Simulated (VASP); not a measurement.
# TePb (Fm-3m) in VASP: further runs

The runs below take TePb through relaxation of cell and atoms, single point, with LDA, PBE.

Everything below comes from runs of VASP 6.6.1. Logs are shortened: lines on timing, memory, paths and dates and some standing lists are left out, and cuts for length are marked.

**1. The structure**

It takes space group Fm-3m (No. 225, cubic). The conventional cell has a = 6.462 Å, b = 6.462 Å, c = 6.462 Å, α = 90.00°, β = 90.00°, γ = 90.00°. Pb (site symmetry m-3m) has 6 Te at 3.23 Å as nearest neighbours. Around Te (site symmetry m-3m) lie 6 Pb at 3.23 Å.

**2. Relaxation of cell and atoms, LDA**

INCAR reads:

```
PREC = Accurate
ENCUT = 600
EDIFF = 1E-7
ISMEAR = -1
SIGMA = 0.05
LREAL = F
LASPH = T
NELM = 80
ALGO = Normal
ISIF = 3
LWAVE = F
LCHARG = F
GGA = CA
IBRION = 2
NSW = 60
EDIFFG = -0.005
```

KPOINTS reads:

```
Automatic mesh
0
Gamma
  7 7 7
```

POSCAR reads:

```
TePb
1.0
    0.0000000000      3.2310000000      3.2310000000
    3.2310000000      0.0000000000      3.2310000000
    3.2310000000      3.2310000000      0.0000000000
Pb Te
1 1
Direct
    0.0000000000      0.0000000000      0.0000000000
    0.5000000000      0.5000000000      0.5000000000
```

Potentials or basis: VASP PAW LDA potentials, release 64 (Pb_d, Te).

The run is started by

```console
cat potpaw_LDA.64/Pb_d/POTCAR potpaw_LDA.64/Te/POTCAR > POTCAR
mpirun -np 1 vasp_std > vasp.out
```

OUTCAR:

```text
PREC = Accurate
   ENCUT = 600
   EDIFF = 1E-7
   ISMEAR = -1
   LREAL = F
   LASPH = T
   NELM = 80
   ISIF = 3
   GGA = CA
   IBRION = 2
   NSW = 60
   EDIFFG = -0.005

 ion  position               nearest neighbor table
   1  0.000  0.000  0.000-   2 3.23   2 3.23   2 3.23   2 3.23   2 3.23   2 3.23
   2  0.500  0.500  0.500-   1 3.23   1 3.23   1 3.23   1 3.23   1 3.23   1 3.23

  LATTYP: Found a face centered cubic cell.
 ALAT       =     6.4620000000

  Lattice vectors:

 A1 = (   0.0000000000,   3.2310000000,   3.2310000000)
 A2 = (   3.2310000000,   0.0000000000,   3.2310000000)
 A3 = (   3.2310000000,   3.2310000000,   0.0000000000)

Analysis of symmetry for initial positions (statically):
=====================================================================
 Subroutine PRICEL returns:
 Original cell was already a primitive cell.

 Routine SETGRP: Setting up the symmetry group for a
 face centered cubic supercell.

 Subroutine GETGRP returns: Found 48 space group operations
 (whereof 48 operations were pure point group operations)
 out of a pool of 48 trial point group operations.

The static configuration has the point symmetry O_h .

Analysis of symmetry for dynamics (positions and initial velocities):
=====================================================================
 Subroutine PRICEL returns:
 Original cell was already a primitive cell.

 Routine SETGRP: Setting up the symmetry group for a
 face centered cubic supercell.

 Subroutine GETGRP returns: Found 48 space group operations
 (whereof 48 operations were pure point group operations)
 out of a pool of 48 trial point group operations.

The dynamic configuration has the point symmetry O_h .

 Subroutine INISYM returns: Found 48 space group operations
 (whereof 48 operations are pure point group operations),
 and found     1 'primitive' translations

----------------------------------------------------------------------------------------

                                     Primitive cell

  volume of cell :      67.4592

  direct lattice vectors                    reciprocal lattice vectors
     0.000000000  3.231000000  3.231000000    -0.154750851  0.154750851  0.154750851
     3.231000000  0.000000000  3.231000000     0.154750851 -0.154750851  0.154750851
     3.231000000  3.231000000  0.000000000     0.154750851  0.154750851 -0.154750851

  length of vectors
     4.569324020  4.569324020  4.569324020     0.268036337  0.268036337  0.268036337

  position of ions in fractional coordinates (direct lattice)
     0.000000000  0.000000000  0.000000000
     0.500000000  0.500000000  0.500000000

  ion indices of the primitive-cell ions
   primitive index   ion index
                 1           1
                 2           2

----------------------------------------------------------------------------------------

 KPOINTS: Automatic mesh

Automatic generation of k-mesh.
 Grid dimensions read from file:
 generate k-points for:    7    7    7

 Generating k-lattice:

  Cartesian coordinates                     Fractional coordinates (reciprocal lattice)
    -0.022107264  0.022107264  0.022107264     0.142857143  0.000000000  0.000000000
     0.022107264 -0.022107264  0.022107264     0.000000000  0.142857143  0.000000000
     0.022107264  0.022107264 -0.022107264     0.000000000  0.000000000  0.142857143

  Length of vectors
     0.038290905  0.038290905  0.038290905

  Shift w.r.t. Gamma in fractional coordinates (k-lattice)
     0.000000000  0.000000000  0.000000000

 Subroutine IBZKPT returns following result:
 ===========================================

 Found     20 irreducible k-points:

 Following reciprocal coordinates:
            Coordinates               Weight
  0.000000  0.000000  0.000000      1.000000
  0.142857  0.000000  0.000000      8.000000
  0.285714  0.000000  0.000000      8.000000
  0.428571  0.000000  0.000000      8.000000
  0.142857  0.142857  0.000000      6.000000
  0.285714  0.142857  0.000000     24.000000
[... 12 lines left out ...]
 -0.428571  0.428571  0.142857     24.000000
 -0.285714  0.428571  0.142857     24.000000
   k-points           NKPTS =     20   k-points in BZ     NKDIM =     20   number of bands    NBANDS=     14
   number of dos      NEDOS =    301   number of ions     NIONS =      2
   total plane-waves  NPLWV =  64000
   dimension x,y,z NGX =    40 NGY =   40 NGZ =   40
   dimension x,y,z NGXF=    80 NGYF=   80 NGZF=   80
   ions per type =               1   1
   NGX,Y,Z   is equivalent  to a cutoff of  14.55, 14.55, 14.55 a.u.
   NGXF,Y,Z  is equivalent  to a cutoff of  29.11, 29.11, 29.11 a.u.
 SYSTEM =  unknown system
   PREC   = accura    normal or accurate (medium, high low for compatibility)
   ISTART =      0    job   : 0-new  1-cont  2-samecut
   ICHARG =      2    charge: 1-file 2-atom 10-const
   ISPIN  =      1    spin polarized calculation?
   LNONCOLLINEAR =      F non collinear calculations
   LSORBIT =      F    spin-orbit coupling
   LASPH  =      T    aspherical Exc in radial PAW
   ENCUT  =  600.0 eV  44.10 Ry    6.64 a.u.   9.13  9.13  9.13*2*pi/ulx,y,z
   NELM   =     80;   NELMIN=  2; NELMDL= -5     # of ELM steps
   EDIFF  = 0.1E-06   stopping-criterion for ELM
   LREAL  =      F    real-space projection
   EDIFFG = -.5E-02   stopping-criterion for IOM
   NSW    =     60    number of steps for IOM
   IBRION =      2    ionic relax: 0-MD 1-quasi-New 2-CG
   NFREE  =      1    steps in history (QN), initial steepest desc. (CG)
   ISIF   =      3    stress and relaxation
   ISYM   =      2    0-nonsym 1-usesym 2-fastsym
   POTIM  = 0.5000    time-step for ionic-motion
   TEBEG  =    0.0;   TEEND  =   0.0 temperature during run
   PSTRESS=    0.0 pullay stress
   NELECT =      20.0000    total number of electrons
   NUPDOWN=      -1.0000    fix difference up-down
   EMIN   =  10.00;   EMAX   =-10.00  energy-range for DOS
   EFERMI =   0.00;   METHOD = LEGACY
   ISMEAR =    -1;   SIGMA  =   0.05  broadening in eV -4-tet -1-fermi 0-gaus
   EFERMI_NEDOS =   21; number of points for ismear=-14 and -15
   IALGO  =     38    algorithm
   IMIX   =      4    mixing-type and parameters
     AMIX     =   0.40;   BMIX     =  1.00
     AMIX_MAG =   1.60;   BMIX_MAG =  1.00
  volume/ion in A,a.u.               =      33.73       227.62
  Fermi-wavevector in a.u.,A,eV,Ry     =   1.091619  2.062861 16.213147  1.191633
  Thomas-Fermi vector in A             =   2.227868
   LORBIT       =      0    0 simple, 1 ext, 2 COOP (PROOUT), +10 PAW based schemes
   GGA     = CA    functional components
   LHFCALC =     F    Hartree Fock is set to
   AEXX    =    0.0000 exact exchange contribution
   IVDW    =     0    specifies the selected vdW correction
   LEPSILON=     F    determine dielectric tensor
   LRPA    =     F    only Hartree local field effects (RPA)
 conjugate gradient relaxation of ions
 non-spin polarized calculation
  energy-cutoff  :      600.00
  volume of cell :       67.46
 maximum number of plane-waves:      2259
 NGX is ok and might be reduce to    40
   NGX = 19   NGY = 19   NGZ = 19

--------------------------------------- Ionic step        1  -------------------------------------------

 number of electron      19.9999998 magnetization

 Free energy of the ion-electron system (eV)
  ---------------------------------------------------
  ext. energy  EPLUGINS =         0.00000000
  ---------------------------------------------------
  free energy    TOTEN  =        -8.76440735 eV

  energy without entropy =       -8.76440216  energy(sigma->0) =       -8.76440476

------------------------ aborting loop because EDIFF is reached ----------------------------------------

  FORCE on cell =-STRESS in cart. coord.  units (eV):
  Direction    XX          YY          ZZ          XY          YZ          ZX
  --------------------------------------------------------------------------------------
  -------------------------------------------------------------------------------------
  Total       -0.6948220     -0.6948220     -0.6948220     -0.0000000      0.0000000     -0.0000000
  in kB      -16.5022536    -16.5022536    -16.5022536     -0.0000000      0.0000000     -0.0000000
  external PRESSURE =     -16.5022536 kB  Pullay stress =       0.0000000 kB

 VOLUME and BASIS-vectors are now :
 -----------------------------------------------------------------------------
  energy-cutoff  :      600.00
  volume of cell :       67.46
      direct lattice vectors                 reciprocal lattice vectors
     0.000000000  3.231000000  3.231000000    -0.154750851  0.154750851  0.154750851
     3.231000000  0.000000000  3.231000000     0.154750851 -0.154750851  0.154750851
     3.231000000  3.231000000  0.000000000     0.154750851  0.154750851 -0.154750851
[... 37 lines left out ...]
 POSITION                                       TOTAL-FORCE (eV/Angst)
 -----------------------------------------------------------------------------------
      3.17685      3.17685     -0.00000         0.000000      0.000000     -0.000000
      3.17685      3.17685      3.17685        -0.000000      0.000000      0.000000
 -----------------------------------------------------------------------------------
    total drift:                                0.000000     -0.000000     -0.000000

  FREE ENERGIE OF THE ION-ELECTRON SYSTEM (eV)
  ---------------------------------------------------
  free  energy   TOTEN  =        -8.7751558037 eV

  energy  without entropy=       -8.7751469163  energy(sigma->0) =       -8.77515136

--------------------------------------- Ionic step        3  -------------------------------------------

 number of electron      20.0000001 magnetization

 Free energy of the ion-electron system (eV)
  ---------------------------------------------------
  ext. energy  EPLUGINS =         0.00000000
  ---------------------------------------------------
  free energy    TOTEN  =        -8.77718469 eV

  energy without entropy =       -8.77717713  energy(sigma->0) =       -8.77718091

 E-fermi :   6.2227     XC(G=0):  -9.7353

 val. band max:        5.7757046011   @ k =   0.4286   0.0000   0.0000
 cond. band min:       6.6597456087   @ k =   0.4286   0.0000   0.0000
 fundamental gap:      0.8840410076
 Fermi energy:         6.2226758905

 k-point     1 :       0.0000    0.0000    0.0000
  band No.  band energies     occupation
      1     -10.8372      2.00000
      2     -10.8372      2.00000
      3     -10.8202      2.00000
      4     -10.8202      2.00000
      5     -10.8202      2.00000
      6      -6.4678      2.00000
      7       0.3166      2.00000
      8       4.4100      2.00000
      9       4.4100      2.00000
     10       4.4100      2.00000
     11       9.9259      0.00000
     12       9.9259      0.00000
     13       9.9259      0.00000
     14      11.5949      0.00000

 k-point     2 :       0.1429    0.0000    0.0000
  band No.  band energies     occupation
      1     -10.8400      2.00000
      2     -10.8400      2.00000
      3     -10.8197      2.00000
      4     -10.8170      2.00000
      5     -10.8170      2.00000
      6      -6.2843      2.00000
      7      -0.3011      2.00000
      8       4.4664      2.00000
      9       4.4664      2.00000
     10       4.7598      2.00000
[... 330 lines left out ...]
 POSITION                                       TOTAL-FORCE (eV/Angst)
 -----------------------------------------------------------------------------------
      0.00000      0.00000      0.00000         0.000000      0.000000     -0.000000
      3.19204      3.19204      3.19204        -0.000000      0.000000      0.000000
 -----------------------------------------------------------------------------------
    total drift:                                0.000000     -0.000000     -0.000000

  FREE ENERGIE OF THE ION-ELECTRON SYSTEM (eV)
  ---------------------------------------------------
  free  energy   TOTEN  =        -8.7771846885 eV

  energy  without entropy=       -8.7771771285  energy(sigma->0) =       -8.77718091

 reached required accuracy - stopping structural energy minimisation
```

Run time: 58 s. Hardware: 1 thread of Intel Xeon Platinum 8488C (Sapphire Rapids), shared host; peak memory 0.2 GiB.

What came out:

```
Free energy                            : -8.7772 eV
Relaxed volume                         : 32.52 Å³/atom
Relaxed cell                           : a = 4.514 Å, b = 4.514 Å, c = 4.514 Å, α = 60.00°, β = 60.00°, γ = 60.00°
Space group after relaxing (to 0.05 Å) : Fm-3m (No. 225)
Energy gained by relaxing              : 6.4 meV/atom
Ionic steps                            : 3
Pressure after relaxing                : 0.0 GPa
```

The path:
```
step  energy change (eV)  largest force (eV/Å)  pressure (GPa)  volume (Å³)
   1              0.0000                0.0000           -1.65        67.46
   2             -0.0107                0.0000            0.72        64.12
   3             -0.0128                0.0000           -0.01        65.05
```

Final structure:
```
Pb Te
1.0
     0.00000    3.19204    3.19204
     3.19204    0.00000    3.19204
     3.19204    3.19204    0.00000
Pb Te
1 1
Direct
  0.00000 0.00000 0.00000
  0.50000 0.50000 0.50000
```

Caveat: this odd mesh misses L, where the gap lies, so gap, dielectric constants and Born charges aren't listed.

(Continued in part 2 of 2.)
